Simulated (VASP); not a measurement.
Level of theory: HSE06 screened hybrid, VASP's PBE PAW potentials (set 64) (plane waves; VASP 6.6.1).

The input files of a VASP run:

INCAR:
```
SYSTEM = BaF2
PREC = Accurate; ENCUT = 520; LREAL = .FALSE.
LASPH = .TRUE.; ISYM = 3
EDIFF = 1E-6; NELM = 60; ALGO = Normal
LMAXMIX = 4
ISMEAR = 0; SIGMA = 0.05
GGA = PE; LHFCALC = .TRUE.; AEXX = 0.25
HFSCREEN = 0.2; PRECFOCK = Fast
ISIF = 2
LWAVE = .FALSE.; LCHARG = .FALSE.
```

File KPOINTS_OPT:
```
named points and PBE's band edges
10
Reciprocal
  0.000000   0.000000   0.000000 1 ! GAMMA
  0.500000   0.000000   0.500000 1 ! X
  0.500000   0.500000   0.500000 1 ! L
  0.500000   0.250000   0.750000 1 ! W
  0.375000   0.375000   0.750000 1 ! K
  0.625000   0.250000   0.625000 1 ! U
  0.214290   0.214290   0.428570 1 ! near an edge
  0.241070   0.241070   0.482140 1 ! near an edge
  0.187500   0.187500   0.375000 1 ! near an edge
  0.035710   0.000000   0.035710 1 ! near an edge
```

KPOINTS:
```
kpoints
0
G
  4 4 4
```

**POSCAR**
```
BaF2
1.0
  0.0000000000   3.1442183820   3.1442183820
  3.1442183820   0.0000000000   3.1442183820
  3.1442183820   3.1442183820   0.0000000000
Ba F
1 2
Direct
  0.0000000000   0.0000000000   0.0000000000
  0.2500000000   0.2500000000   0.2500000000
  0.7500000000   0.7500000000   0.7500000000
```

POTCAR, in this order: Ba_sv F (PBE.64 set). Program: vasp_std. Read from the step before: WAVECAR.

The run wrote:

File OUTCAR:
```
 ion  position               nearest neighbor table
   1  0.000  0.000  0.000-   3 2.72   3 2.72   3 2.72   2 2.72   3 2.72   2 2.72   2 2.72   2 2.72
  LATTYP: Found a face centered cubic cell.
 ALAT       =     6.2884367640
 Subroutine PRICEL returns:
 Original cell was already a primitive cell.
 Subroutine GETGRP returns: Found 48 space group operations
The static configuration has the point symmetry O_h .
The dynamic configuration has the point symmetry O_h .
 Subroutine INISYM returns: Found 48 space group operations
 Subroutine IBZKPT returns following result:
 Found      8 irreducible k-points:

 Following reciprocal coordinates:
            Coordinates               Weight
  0.000000  0.000000  0.000000      1.000000
  0.250000  0.000000  0.000000      8.000000
  0.500000  0.000000  0.000000      4.000000
  0.250000  0.250000  0.000000      6.000000
  0.500000  0.250000  0.000000     24.000000
 -0.250000  0.250000  0.000000     12.000000
  0.500000  0.500000  0.000000      3.000000
 -0.250000  0.500000  0.250000      6.000000
 Subroutine IBZKPT_HF returns following result:
   k-points           NKPTS =      8   k-points in BZ     NKDIM =     64   number of bands    NBANDS=     16
   number of dos      NEDOS =    301   number of ions     NIONS =      3
   total plane-waves  NPLWV =  46656
   dimension x,y,z NGX =    36 NGY =   36 NGZ =   36
   dimension x,y,z NGXF=    72 NGYF=   72 NGZF=   72
   ions per type =               1   2
   PREC   = accura    normal or accurate (medium, high low for compatibility)
   ISTART =      1    job   : 0-new  1-cont  2-samecut
   ICHARG =      0    charge: 1-file 2-atom 10-const
   ISPIN  =      1    spin polarized calculation?
   LNONCOLLINEAR =      F non collinear calculations
   LSORBIT =      F    spin-orbit coupling
   INIWAV =      1    electr: 0-lowe 1-rand  2-diag
   ENCUT  =  520.0 eV  38.22 Ry    6.18 a.u.   8.27  8.27  8.27*2*pi/ulx,y,z
   NELM   =     60;   NELMIN=  2; NELMDL=  0     # of ELM steps
   EDIFF  = 0.1E-05   stopping-criterion for ELM
   LREAL  =      F    real-space projection
   NLSPLINE    = F    spline interpolate recip. space projectors
   LMAXMIX     =    4 max onsite mixed and CHGCAR
   VOSKOWN=      0    Vosko Wilk Nusair interpolation
   EDIFFG = 0.1E-04   stopping-criterion for IOM
   NSW    =      0    number of steps for IOM
   NBLOCK =      1;   KBLOCK =      1    inner block; outer block
   IBRION =     -1    ionic relax: 0-MD 1-quasi-New 2-CG
   NFREE  =      0    steps in history (QN), initial steepest desc. (CG)
   ISIF   =      2    stress and relaxation
   ISYM   =      3    0-nonsym 1-usesym 2-fastsym
   TEIN   =    0.0    initial temperature
   TEBEG  =    0.0;   TEEND  =   0.0 temperature during run
   SMASS  =  -3.00    Nose mass-parameter (am)
   PSTRESS=    0.0 pullay stress
   NELECT =      24.0000    total number of electrons
   EFERMI =   0.00;   METHOD = LEGACY
   ISMEAR =     0;   SIGMA  =   0.05  broadening in eV -4-tet -1-fermi 0-gaus
   IALGO  =     38    algorithm
   LDIAG  =      T    sub-space diagonalisation (order eigenvalues)
   IMIX   =      1    mixing-type and parameters
     AMIX     =   0.40;   BMIX     =  1.00
     AMIX_MAG =   1.60;   BMIX_MAG =  1.00
     AMIN     =   0.10
   GGA     = PE    functional components
   VOSKOWN =     0    Vosko Wilk Nusair interpolation
   LHFCALC =     T    Hartree Fock is set to
   NKREDX  =     1    reduce k-point grid by
   AEXX    =    0.2500 exact exchange contribution
   HFSCREEN=    0.2000 screening length (either q_TF or 0.3 A-1)
   HFRCUT  =    0.0000 spherical cutoff for potential kernel
   AGGAX   =    0.7500 GGA exchange part
   ALDAC   =    1.0000 LDA correlation
   AGGAC   =    1.0000 GGA correlation
  energy-cutoff  :      520.00
...
```

OSZICAR:
```
       N       E                     dE             d eps       ncg     rms          rms(c)
DAV:   1    -0.204128355460E+02   -0.20413E+02   -0.68135E-01   272   0.709E+00    0.631E-01
DAV:   2    -0.204068404634E+02    0.59951E-02   -0.53476E-02   288   0.213E+00    0.326E-01
DAV:   3    -0.204049729122E+02    0.18676E-02   -0.12480E-02   272   0.820E-01    0.257E-01
DAV:   4    -0.204046104277E+02    0.36248E-03   -0.68673E-04   312   0.223E-01    0.154E-01
DAV:   5    -0.204043880488E+02    0.22238E-03   -0.27285E-04   312   0.167E-01    0.727E-02
DAV:   6    -0.204043334318E+02    0.54617E-04   -0.40982E-05   288   0.734E-02    0.390E-02
DAV:   7    -0.204043142818E+02    0.19150E-04   -0.12253E-05   312   0.345E-02    0.238E-02
DAV:   8    -0.204043093625E+02    0.49193E-05   -0.55656E-06   288   0.214E-02    0.147E-02
DAV:   9    -0.204043083463E+02    0.10162E-05   -0.12516E-06   208   0.127E-02    0.876E-03
DAV:  10    -0.204043083210E+02    0.25304E-07   -0.52832E-07   200   0.842E-03
   1 F= -.20404308E+02 E0= -.20404308E+02  d E =-.138381E-20
       N       E                     dE             ncg
       N       E                     dE             ncg
```

### OUTCAR
```
------------------------ aborting loop because EDIFF is reached ----------------------------------------
  FORCE on cell =-STRESS in cart. coord.  units (eV):
  Direction    XX          YY          ZZ          XY          YZ          ZX
  --------------------------------------------------------------------------------------
  Total       -0.4753484     -0.4753484     -0.4753484      0.0000000      0.0000000      0.0000000
  in kB      -12.2505207    -12.2505207    -12.2505207      0.0000000      0.0000000      0.0000000
  external PRESSURE =     -12.2505207 kB  Pullay stress =       0.0000000 kB
  volume of cell :       62.17
      direct lattice vectors                 reciprocal lattice vectors
     0.000000000  3.144218382  3.144218382    -0.159022033  0.159022033  0.159022033
     3.144218382  0.000000000  3.144218382     0.159022033 -0.159022033  0.159022033
     3.144218382  3.144218382  0.000000000     0.159022033  0.159022033 -0.159022033
 POSITION                                       TOTAL-FORCE (eV/Angst)
 -----------------------------------------------------------------------------------
      0.00000      0.00000      0.00000        -0.000000      0.000000     -0.000000
      1.57211      1.57211      1.57211         0.000000      0.000000     -0.000000
      4.71633      4.71633      4.71633        -0.000000     -0.000000      0.000000
 -----------------------------------------------------------------------------------
    total drift:                               -0.000000     -0.000000     -0.000000
  FREE ENERGIE OF THE ION-ELECTRON SYSTEM (eV)
  ---------------------------------------------------
  free  energy   TOTEN  =       -20.4043083210 eV

  energy  without entropy=      -20.4043083210  energy(sigma->0) =      -20.40430832

  exchange ACFDT corr.  =         0.00000000  see jH, gK, PRB 81, 115126
```
(Selected blocks of OUTCAR.)

The compound is BaF2 in the fluorite structure. It was relaxed first. The k-mesh is coarse (spacing up to 0.43 per Å, 2π included), so the numbers may not be converged in it.
